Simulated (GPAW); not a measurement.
Crystal: BaTiO3.

```
Ba Ti O
1.0
     3.99980    0.00000    0.00000
     0.00000    3.99980    0.00000
     0.00000    0.00000    4.01800
Ba Ti O
1 1 3
Direct
  0.00000 0.00000 0.00000
  0.50000 0.50000 0.49000
  0.00000 0.50000 0.51700
  0.50000 0.00000 0.51700
  0.50000 0.50000 0.01900
```

Base run:

```yaml
Program: GPAW 26.7.0
Functional: PBE
Potentials_or_basis: GPAW PAW data sets (gpaw-data 1.2.1)
Cutoff: 650 eV
Basis: pw
k_mesh: 5 × 5 × 5
Occupations: fermi-dirac, width 0.05 eV
Spin: no spin polarisation
```

Its results: band gap on the k mesh 1.97 eV, indirect (least direct gap 2.09 eV); pressure 1.7 GPa; largest force 0.254 eV/Å.

Q: The run is repeated on the same cell with these changes: functional from PBE to LDA; potentials or basis from GPAW PAW data sets (gpaw-data 1.2.1) to the program's PAW data sets (release 1.2.1) made for this functional; cutoff from 650 eV to 800 eV. What comes out?

A: Band gap on the k mesh 1.88 eV, indirect (least direct gap 2.00 eV); pressure -7.2 GPa; largest force 0.394 eV/Å.

Caveats: spin-orbit coupling is left out, which moves the levels of the heavy elements; the cutoff is short for stress and forces, so pressures can be off by a GPa or more (some runs); an odd mesh through Γ misses points on the zone boundary, where band edges often lie (some runs); the mesh misses the band edges, which the band path finds closer together (some runs).
